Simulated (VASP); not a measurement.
# Rh (Im-3m) in VASP: notebook

One crystal, Rh, is run at these levels: BLYP; tasks: single point.

All numbers are computed with VASP 6.6.1; they aren't measurements. Logs are shortened: lines on timing, memory, paths and dates and some standing lists are left out, and cuts for length are marked.

### Step 1. Starting point

Symmetry: Im-3m, No. 229, cubic system. Conventional cell: a = 3.129 Å, b = 3.129 Å, c = 3.129 Å, α = 90.00°, β = 90.00°, γ = 90.00°. Rh (site symmetry m-3m) has 8 Rh at 2.71 Å as nearest neighbours.

This isn't the form of Rh at room conditions, which is fcc.

### Step 2. Single point, BLYP

Contents of INCAR:

```
SYSTEM = Rh
PREC = Accurate
ENCUT = 520
EDIFF = 1E-6
ISMEAR = -1
SIGMA = 0.1
LREAL = .FALSE.
LASPH = .TRUE.
NELM = 100
ALGO = Fast
ISIF = 2
LWAVE = .FALSE.
LCHARG = .FALSE.
GGA = B5
ALDAX = 1.0
AGGAX = 1.0
AGGAC = 1.0
ALDAC = 0.0
NBANDS = 14
```

Contents of KPOINTS:

```
regular mesh
0
G
  23 23 23
  0 0 0
```

Contents of POSCAR:

```
Rh
1.0
   -1.5645827244      1.5645827244      1.5645827244
    1.5645827244     -1.5645827244      1.5645827244
    1.5645827244      1.5645827244     -1.5645827244
Rh
1
Direct
    0.0000000000      0.0000000000      0.0000000000
```

Potentials or basis: VASP PAW PBE potentials, release 64 (Rh_pv).

The run is started by

```console
> cat potpaw_PBE.64/Rh_pv/POTCAR > POTCAR
> mpirun -np 1 vasp_std > vasp.out
```

OUTCAR:

```text
SYSTEM = Rh
   PREC = Accurate
   ENCUT = 520
   EDIFF = 1E-6
   ISMEAR = -1
   LREAL = .FALSE.
   LASPH = .TRUE.
   NELM = 100
   ISIF = 2
   GGA = B5

 ion  position               nearest neighbor table
   1  0.000  0.000  0.000-

  LATTYP: Found a body centered cubic cell.
 ALAT       =     3.1291654488

  Lattice vectors:

 A1 = (  -1.5645827244,   1.5645827244,   1.5645827244)
 A2 = (   1.5645827244,  -1.5645827244,   1.5645827244)
 A3 = (   1.5645827244,   1.5645827244,  -1.5645827244)

Analysis of symmetry for initial positions (statically):
=====================================================================
 Subroutine PRICEL returns:
 Original cell was already a primitive cell.

 Routine SETGRP: Setting up the symmetry group for a
 body centered cubic supercell.

 Subroutine GETGRP returns: Found 48 space group operations
 (whereof 48 operations were pure point group operations)
 out of a pool of 48 trial point group operations.

The static configuration has the point symmetry O_h .

Analysis of symmetry for dynamics (positions and initial velocities):
=====================================================================
 Subroutine PRICEL returns:
 Original cell was already a primitive cell.

 Routine SETGRP: Setting up the symmetry group for a
 body centered cubic supercell.

 Subroutine GETGRP returns: Found 48 space group operations
 (whereof 48 operations were pure point group operations)
 out of a pool of 48 trial point group operations.

The dynamic configuration has the point symmetry O_h .

 Subroutine INISYM returns: Found 48 space group operations
 (whereof 48 operations are pure point group operations),
 and found     1 'primitive' translations

----------------------------------------------------------------------------------------

                                     Primitive cell

  volume of cell :      15.3199

  direct lattice vectors                    reciprocal lattice vectors
    -1.564582724  1.564582724  1.564582724     0.000000000  0.319574026  0.319574026
     1.564582724 -1.564582724  1.564582724     0.319574026  0.000000000  0.319574026
     1.564582724  1.564582724 -1.564582724     0.319574026  0.319574026  0.000000000

  length of vectors
     2.709936771  2.709936771  2.709936771     0.451945922  0.451945922  0.451945922

  position of ions in fractional coordinates (direct lattice)
     0.000000000  0.000000000  0.000000000

  ion indices of the primitive-cell ions
   primitive index   ion index
                 1           1

----------------------------------------------------------------------------------------

 KPOINTS: regular mesh

Automatic generation of k-mesh.
 Grid dimensions read from file:
 generate k-points for:   23   23   23

 Generating k-lattice:

  Cartesian coordinates                     Fractional coordinates (reciprocal lattice)
     0.000000000  0.013894523  0.013894523     0.043478261  0.000000000  0.000000000
     0.013894523  0.000000000  0.013894523     0.000000000  0.043478261  0.000000000
     0.013894523  0.013894523  0.000000000     0.000000000  0.000000000  0.043478261

  Length of vectors
     0.019649823  0.019649823  0.019649823

  Shift w.r.t. Gamma in fractional coordinates (k-lattice)
     0.000000000  0.000000000  0.000000000

 Subroutine IBZKPT returns following result:
 ===========================================

 Found    364 irreducible k-points:

 Following reciprocal coordinates:
            Coordinates               Weight
  0.000000  0.000000  0.000000      1.000000
  0.043478  0.000000  0.000000     12.000000
  0.086957  0.000000  0.000000     12.000000
  0.130435  0.000000  0.000000     12.000000
  0.173913  0.000000  0.000000     12.000000
  0.217391  0.000000  0.000000     12.000000
[... 16 lines left out ...]
  0.478261  0.043478  0.000000     24.000000
  0.086957  0.086957  0.000000     24.000000
 [... further k-points ...]
   k-points           NKPTS =    364   k-points in BZ     NKDIM =    364   number of bands    NBANDS=     14
   number of dos      NEDOS =    301   number of ions     NIONS =      1
   total plane-waves  NPLWV =   8000
   dimension x,y,z NGX =    20 NGY =   20 NGZ =   20
   dimension x,y,z NGXF=    40 NGYF=   40 NGZF=   40
   ions per type =               1
   NGX,Y,Z   is equivalent  to a cutoff of  12.27, 12.27, 12.27 a.u.
   NGXF,Y,Z  is equivalent  to a cutoff of  24.54, 24.54, 24.54 a.u.
 SYSTEM =  Rh
   PREC   = accura    normal or accurate (medium, high low for compatibility)
   ISTART =      0    job   : 0-new  1-cont  2-samecut
   ICHARG =      2    charge: 1-file 2-atom 10-const
   ISPIN  =      1    spin polarized calculation?
   LNONCOLLINEAR =      F non collinear calculations
   LSORBIT =      F    spin-orbit coupling
   LASPH  =      T    aspherical Exc in radial PAW
   ENCUT  =  520.0 eV  38.22 Ry    6.18 a.u.   5.04  5.04  5.04*2*pi/ulx,y,z
   NELM   =    100;   NELMIN=  2; NELMDL= -5     # of ELM steps
   EDIFF  = 0.1E-05   stopping-criterion for ELM
   LREAL  =      F    real-space projection
   EDIFFG = 0.1E-04   stopping-criterion for IOM
   NSW    =      0    number of steps for IOM
   IBRION =     -1    ionic relax: 0-MD 1-quasi-New 2-CG
   NFREE  =      0    steps in history (QN), initial steepest desc. (CG)
   ISIF   =      2    stress and relaxation
   ISYM   =      2    0-nonsym 1-usesym 2-fastsym
   POTIM  = 0.5000    time-step for ionic-motion
   TEBEG  =    0.0;   TEEND  =   0.0 temperature during run
   PSTRESS=    0.0 pullay stress
   NELECT =      15.0000    total number of electrons
   NUPDOWN=      -1.0000    fix difference up-down
   EMIN   =  10.00;   EMAX   =-10.00  energy-range for DOS
   EFERMI =   0.00;   METHOD = LEGACY
   ISMEAR =    -1;   SIGMA  =   0.10  broadening in eV -4-tet -1-fermi 0-gaus
   EFERMI_NEDOS =   21; number of points for ismear=-14 and -15
   IALGO  =     68    algorithm
   IMIX   =      4    mixing-type and parameters
     AMIX     =   0.40;   BMIX     =  1.00
     AMIX_MAG =   1.60;   BMIX_MAG =  1.00
  volume/ion in A,a.u.               =      15.32       103.38
  Fermi-wavevector in a.u.,A,eV,Ry     =   1.625624  3.071984 35.955475  2.642653
  Thomas-Fermi vector in A             =   2.718717
   LORBIT       =      0    0 simple, 1 ext, 2 COOP (PROOUT), +10 PAW based schemes
   GGA     = B5    functional components
   LHFCALC =     F    Hartree Fock is set to
   AEXX    =    0.0000 exact exchange contribution
   IVDW    =     0    specifies the selected vdW correction
   LEPSILON=     F    determine dielectric tensor
   LRPA    =     F    only Hartree local field effects (RPA)
 non-spin polarized calculation
 RMM-DIIS sequential band-by-band and
  energy-cutoff  :      520.00
  volume of cell :       15.32
 maximum number of plane-waves:       424
   NGX =  9   NGY =  9   NGZ =  9

 number of electron      15.0000001 magnetization

 Free energy of the ion-electron system (eV)
  ---------------------------------------------------
  ext. energy  EPLUGINS =         0.00000000
  ---------------------------------------------------
  free energy    TOTEN  =        -5.89672799 eV

  energy without entropy =       -5.81835195  energy(sigma->0) =       -5.85753997

 E-fermi :  10.4013     XC(G=0): -12.6988

 val. band max:       10.3985095383   @ k =   0.3043   0.2174   0.0435
 cond. band min:      10.4014617195   @ k =  -0.2609   0.3913   0.0435
 fundamental gap:      0.0029521812
 Fermi energy:        10.4012821949

 k-point     1 :       0.0000    0.0000    0.0000
  band No.  band energies     occupation
      1     -35.3232      2.00000
      2     -35.3232      2.00000
      3     -35.3232      2.00000
      4       3.5561      2.00000
      5       7.8651      2.00000
      6       7.8651      2.00000
      7       7.8651      2.00000
      8      10.0026      1.96354
      9      10.0026      1.96354
     10      28.9885      0.00000
     11      28.9885      0.00000
     12      28.9885      0.00000
     13      31.3808      0.00000
     14      38.0513      0.00000

 k-point     2 :       0.0435    0.0000    0.0000
  band No.  band energies     occupation
      1     -35.3331      2.00000
      2     -35.3265      2.00000
      3     -35.3231      2.00000
      4       3.6296      2.00000
      5       7.8378      2.00000
      6       7.8659      2.00000
      7       7.9208      2.00000
      8       9.9684      1.97399
      9      10.0045      1.96287
     10      28.9991      0.00000
     11      29.0143      0.00000
     12      29.0876      0.00000
     13      31.3797      0.00000
     14      37.1856      0.00000

 k-point     3 :       0.0870    0.0000    0.0000
  band No.  band energies     occupation
      1     -35.3621      2.00000
      2     -35.3363      2.00000
      3     -35.3231      2.00000
      4       3.8452      2.00000
      5       7.7587      2.00000
      6       7.8667      2.00000
      7       8.0864      2.00000
      8       9.8784      1.98934
      9      10.0107      1.96056
     10      28.9785      0.00000
     11      29.0593      0.00000
     12      29.3798      0.00000
     13      31.3787      0.00000
     14      35.8902      0.00000
[... 324 lines left out ...]
 k-point    23 :       0.4783    0.0435    0.0000
  band No.  band energies     occupation
      1     -35.8408      2.00000
      2     -35.5045      2.00000
      3     -35.3260      2.00000
      4       5.3957      2.00000
      5       6.5864      2.00000
      6       9.9225      1.98348
      7      10.1692      1.82116
      8      11.3578      0.00014
      9      12.6246      0.00000
     10      18.8612      0.00000
     11      25.0760      0.00000
     12      27.7005      0.00000
     13      31.3800      0.00000
     14      35.0249      0.00000

 k-point    24 :       0.0870    0.0870    0.0000
  band No.  band energies     occupation
      1     -35.4347      2.00000
      2     -35.3503      2.00000
      3     -35.3326      2.00000
      4       4.3840      2.00000
      5       7.6406      2.00000
      6       7.7387      2.00000
      7       8.5684      2.00000
      8       9.6854      1.99845
      9      10.0588      1.93697
     10      28.6035      0.00000
     11      29.1843      0.00000
     12      29.8026      0.00000
     13      31.3758      0.00000
     14      34.2984      0.00000

 [... further k-points ...]

------------------------ aborting loop because EDIFF is reached ----------------------------------------

  FORCE on cell =-STRESS in cart. coord.  units (eV):
  Direction    XX          YY          ZZ          XY          YZ          ZX
  --------------------------------------------------------------------------------------
  -------------------------------------------------------------------------------------
  Total        0.0358456      0.0358456      0.0358456     -0.0000000     -0.0000000      0.0000000
  in kB        3.7487852      3.7487852      3.7487852     -0.0000000     -0.0000000      0.0000000
  external PRESSURE =       3.7487852 kB  Pullay stress =       0.0000000 kB

 VOLUME and BASIS-vectors are now :
 -----------------------------------------------------------------------------
  energy-cutoff  :      520.00
  volume of cell :       15.32
      direct lattice vectors                 reciprocal lattice vectors
    -1.564582724  1.564582724  1.564582724     0.000000000  0.319574026  0.319574026
     1.564582724 -1.564582724  1.564582724     0.319574026  0.000000000  0.319574026
     1.564582724  1.564582724 -1.564582724     0.319574026  0.319574026  0.000000000

 POSITION                                       TOTAL-FORCE (eV/Angst)
 -----------------------------------------------------------------------------------
      0.00000      0.00000      0.00000        -0.000000     -0.000000      0.000000
 -----------------------------------------------------------------------------------
    total drift:                                0.000000     -0.000000      0.000000

  FREE ENERGIE OF THE ION-ELECTRON SYSTEM (eV)
  ---------------------------------------------------
  free  energy   TOTEN  =        -5.8967279945 eV

  energy  without entropy=       -5.8183519463  energy(sigma->0) =       -5.85753997
```

It took 2.2 min on 1 thread of AMD EPYC 7R43 (Zen 3), shared host; peak memory 0.14 GiB.

Results:

```
Free energy            : -5.8967 eV
Pressure               : 0.4 GPa
Band gap on the k mesh : none (metal or under the smearing width)
```

Levels at points of the mesh, in eV from the Fermi level:
```tsv
k point	band 5	band 6	band 7	band 8	band 9	band 10	band 11	band 12
(0.00, 0.00, 0.00)	-2.54	-2.54	-2.54	-0.40	-0.40	18.59	18.59	18.59
```

Caveat: the PAW data sets were made with another functional, which shifts forces and pressure a little.

(Part 1 of 2 ends here.)
